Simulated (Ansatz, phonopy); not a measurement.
# Grüneisen parameters and expansion of AlP (F-43m), part 4 of 4

Which modes of AlP drive its thermal expansion?

Measurements to reproduce:
- heat capacity C_P per formula unit 42 J/mol/K and bulk modulus 86 GPa near room temperature (given in “High-Throughput Prediction of Finite-Temperature Properties using the Quasi-Harmonic Approximation”, 2016, arXiv:1603.06924)

Ansatz 0.2.0; DFT PBE, scalar-relativistic, plane waves, PAW.

So far. Step 13 (Phonons, V/V0 0.97): No mode is imaginary beyond numerical noise at the solved wavevectors. The highest zone-centre mode (no LO–TO term) moved by +3.7 % for a volume change of -3.0 %. Step 14 (A cell at another volume, V/V0 1.05): The run ends at a pressure of -3.64 GPa.

The database entry behind the starting cell differs from later determinations by our own check (0.1 to 0.3 % short, probably kX units), so it need not match the best structure at ambient conditions.

**15. Lattice dynamics at this volume, V/V0 1.05**

Phonons at this volume give one point of F(V, T); meshes stay fixed along the series.

Contents of input.yaml:

```yaml
crystal:
  lattice:
    - [0.0, 2.7990392007, 2.7990392007]
    - [2.7990392007, 0.0, 2.7990392007]
    - [2.7990392007, 2.7990392007, 0.0]
  atoms:
    - { symbol: Al, position: [0.0, 0.0, 0.0] }
    - { symbol: P, position: [0.25, 0.25, 0.25] }
kpoints:
  mp_grid: { grid: [8, 8, 8] }
hamiltonian:
  xc: pbe
scf:
  occupations: { method: fixed }
output:
  eigenvalues: true
phonons:
  method: dfpt
  dielectric: true
  rigid_motions: translations
  qmesh: [4, 4, 4]
  temperatures: { t_max: 1000, t_step: 50 }
  qpath:
    path:
      - [[0.0, 0.0, 0.0], [-0.5, -0.5, 0.0], [-0.375, -0.375, 0.25]]
      - [[-0.375, 0.0, 0.375], [0.0, 0.0, 0.0], [0.0, 0.0, 0.5], [-0.5, -0.25, 0.25], [-0.5, -0.5, 0.0]]
    npoints: 10
```

The run is started by

```bash
$ ansatz run input.yaml --threads 2 --pin off --max-ram 5120MiB --backend cpu --events-out ev --progress --plain --runs-dir out
```

Numbers of over 12 decimals in the logs are rounded to 6 here.

The program printed:

```text
[...]
Crystal: 2 atoms, lattice volume = 43.859 Å³
Basis set: ecut = 420 eV, 869 PW (Γ), exchange–correlation on 54×54×54 points (8 copies of the dense FFT grid, shifted against one another)
Bands: 8, of which v1, the nominal top of the filled ones, is band 4 counted from 1 (3 counted from 0)
Symmetry: 24 space group operations
k-points: 95 of 512 (irreducible under 4 space group operations, time reversal used)
[...]
optical modes at Γ + LO–TO along q̂ = [0.0000, 1.0000, 0.0000]:
      ω (cm⁻¹)  modes    IR ((D/Å)²/amu)
        402.06      2            16.5849
        458.91      1             8.2924
  optical modes at Γ + LO–TO along q̂ = [0.0000, 0.0000, 1.0000]:
      ω (cm⁻¹)  modes    IR ((D/Å)²/amu)
        402.06      2            16.5849
        458.91      1             8.2924
--- Phonons (arbitrary-q DFPT): 8 irreducible q on the 4×4×4 mesh ---
[...]
interpolated dispersion: 63 rows × 6 modes
[...]
[key lines of the parts left out:]
SCF converged after 7 iterations
Free energy (F): -1294.418530 eV
Fermi energy:    4.348351 eV
```

Wall time 1.9 min (2 threads of Intel Xeon Platinum 8375C at 2.90GHz (Ice Lake), shared host); peak memory 0.76 GiB; 3.3 min of CPU time.

No mode is imaginary beyond numerical noise at the solved wavevectors. The highest zone-centre mode (no LO–TO term) moved by -5.8 % for a volume change of +5.0 %.

**16. How the modes move with volume**

This step: DFT PBE, scalar-relativistic, plane waves, PAW (phonopy 4.10.0).

This step gave:

```yaml
share_of_modes_with_a_negative_grueneisen_parameter: 0.33
```

Mean Grüneisen, by row:

```csv
T (K),heat-capacity-weighted mean,root mean square
50,-0.525,0.754
100,-0.089,0.89
200,0.405,1.059
300,0.532,1.101
500,0.601,1.123
800,0.624,1.131
```

Table of mean mode Grueneisen parameter by wavenumber:

```csv
wavenumber (cm⁻¹),mean mode Grueneisen parameter
8,-
24,-0.44
40,-0.416
56,-0.145
72,-0.425
88,-0.435
104,-0.646
120,-0.786
136,-0.662
152,-0.649
168,-0.392
184,-0.316
200,0.262
216,0.947
233,0.956
249,0.948
265,0.935
281,0.913
297,0.904
313,0.941
329,1.07
345,1.11
361,1.25
377,1.33
393,1.52
409,1.46
425,1.33
441,1.07
457,1.03
473,1.02
```

Volume series, by row:

```csv
V/V0,V (Å³/atom),pressure (GPa),E - E0 (meV/atom),gap (eV),zero-point energy (meV/atom),lowest on the path (cm⁻¹),highest at Gamma without the LO-TO term (cm⁻¹)
0.97,20.26,2.684,5.115,1.573,56.83,0,442.5
0.985,20.57,1.29,1.246,1.603,55.99,0,434.4
1,20.89,0,0,1.632,55.16,0,426.6
1.015,21.2,-1.194,1.183,1.66,54.34,0,419
1.03,21.51,-2.298,4.61,1.686,53.53,0,411.6
1.05,21.93,-3.642,12.39,1.72,52.47,0,402.1
```

Table of optical frequency at Gamma without the LO-TO term, mode 4 by V/V0:

```csv
V/V0,"optical frequency at Gamma without the LO-TO term, mode 4 (cm⁻¹)"
0.9700,443
0.9850,434
1.0000,427
1.0150,419
1.0300,412
1.0500,402
```

Grüneisen at points, by row:

```csv
point,branch,frequency (cm⁻¹),mode Grüneisen parameter
Γ,4,426.6,1.21
Γ,6,482.4,1.02
X,1,144.9,-1.42
X,3,346.3,1.1
X,4,397,1.7
X,6,403.1,0.93
U,1,145.2,-1.15
U,2,190.5,-0.45
U,3,321.7,1.16
U,4,363.5,1.16
U,5,397.7,1.64
U,6,417.8,1.51
K,1,145.2,-1.15
K,2,190.5,-0.45
K,3,321.7,1.16
K,4,363.5,1.16
K,5,397.7,1.64
K,6,417.8,1.51
L,1,107.4,-1.39
L,3,333.3,0.49
L,4,389.6,1.47
L,5,412.2,1.44
W,1,175.1,-0.52
W,2,195.3,-0.51
W,3,315.9,1.21
W,4,349.5,1.08
W,5,400.1,1.69
W,6,414.9,1.56
```

**17. Free-energy fit**

This step gave:

| Quantity | Value |
| --- | --- |
| volume expansion coefficient at 300 K | 11.4 1e-6/K |
| isothermal bulk modulus at 300 K | 79.71 GPa |
| C_P at 300 K | 20.83 J/mol-atom/K |
| Grüneisen parameter at 300 K | 0.553 |

Energy (each curve on its own zero) against volume; values in meV/atom:

```csv
volume (Å³/atom),static,F at 0 K,F at 300 K,F at 900 K
20.259,5.11,7.22,7.66,11.0
20.572,1.25,2.51,2.83,4.98
20.885,0,0.44,0.6,1.47
21.198,1.18,0.8,0.77,0.28
21.512,4.61,3.42,3.16,1.23
21.929,12.4,10.1,9.52,5.59
```

Phonopy-qha, vinet fit of F(V) at each temperature; no electronic free energy. Qha vinet, by row:

```csv
T (K),fitted volume (Å³/atom),alpha_V (1e-6/K),B_T (GPa),C_P (J/mol-atom/K),Grueneisen
100,20.99,-0.33,81.19,8.534,-0.03964
150,20.99,3.58,80.91,13.55,0.2693
200,21,7.13,80.54,17.07,0.4255
250,21.01,9.66,80.14,19.35,0.5067
300,21.02,11.4,79.71,20.83,0.5532
350,21.03,12.63,79.26,21.83,0.5824
400,21.04,13.54,78.81,22.53,0.6022
450,21.06,14.23,78.36,23.04,0.6165
500,21.07,14.78,77.91,23.41,0.6273
550,21.09,15.24,77.45,23.7,0.6358
600,21.11,15.63,76.99,23.93,0.6429
650,21.12,15.96,76.53,24.12,0.6488
700,21.14,16.27,76.07,24.27,0.654
750,21.16,16.54,75.61,24.4,0.6587
800,21.18,16.8,75.16,24.5,0.6629
850,21.19,17.04,74.7,24.6,0.6667
```

Table of volume expansion coefficient, phonopy-qha, Vinet by temperature:

```csv
temperature (K),"volume expansion coefficient, phonopy-qha, Vinet (1e-6/K)"
75,-1.38
100,-0.33
125,1.52
150,3.58
175,5.48
225,8.51
250,9.66
275,10.6
300,11.4
325,12.1
350,12.6
375,13.1
400,13.5
425,13.9
450,14.2
500,14.8
525,15.0
550,15.2
575,15.4
600,15.6
625,15.8
650,16.0
675,16.1
700,16.3
725,16.4
775,16.7
800,16.8
825,16.9
850,17.0
875,17.1
```

The fit gives a volume expansion of 11.4 × 10⁻⁶/K at 300 K.

**18. Summary of results**

| Quantity | Value |
| --- | --- |
| volume expansion coefficient at 300 K | 11.4 1e-6/K |
| isothermal bulk modulus at 300 K | 79.71 GPa |
| C_P at 300 K | 20.83 J/mol-atom/K |
| Grüneisen parameter at 300 K | 0.553 |
| mean mode Grüneisen parameter at 300 K | 0.532 |

What this shows: Near room temperature AlP expands by 11.4 × 10⁻⁶/K in volume by PBE, with C_P = 20.8 J/(mol K) per mole of atoms and B_T = 79.7 GPa. At low temperature the volume shrinks on warming, because modes with negative Grüneisen parameters outweigh the rest; the coefficient turns positive near 100 K. C_P at room temperature is 84 % of the classical 3R an atom, so the stiffest modes are still partly frozen out. A measured bulk modulus near room temperature is 86 GPa (arXiv:1603.06924); the calculated 79.7 GPa differs by -7 %. The table does not say whether its value is isothermal or adiabatic. A measured heat capacity per formula unit near room temperature is 42 J/mol/K (arXiv:1603.06924); the calculated 41.7 J/mol/K differs by -1 %. The heat-capacity-weighted Grüneisen parameter goes from -0.525 at 50 K to 0.624 at 800 K; 33 % of the modes stiffen on expansion. Weighting γ by the density of states and each mode's heat capacity at 300 K, the lowest third of the frequency range (cuts at 160 and 320 cm⁻¹) pulls the cell inward, while the rest pushes it outward. Among the labelled points γ is largest for branch 4 at X (397 cm⁻¹, 1.7) and most negative for branch 1 at X (145 cm⁻¹, -1.4). The log warns that the k-mesh is coarse for the response calculation and asks for a check on a denser one. The interpolation has no quadrupole term, so branches near the zone centre are less sure, since this crystal has sites that are not centres of inversion.

[Logs are printed without paths, hosts, clocks, repeated set-up lines and the standing remarks that a program may print on its own settings, such as how far it seeks lower states.]

[Hosts, paths, dates, database ids (printed as entryN), source tags and the programs' standing remarks are cut or masked in the printed files.]

[A step with changed settings may run another functional than the one named; its input shows which.]

[Of the runs on displaced cells, only some may be shown.]
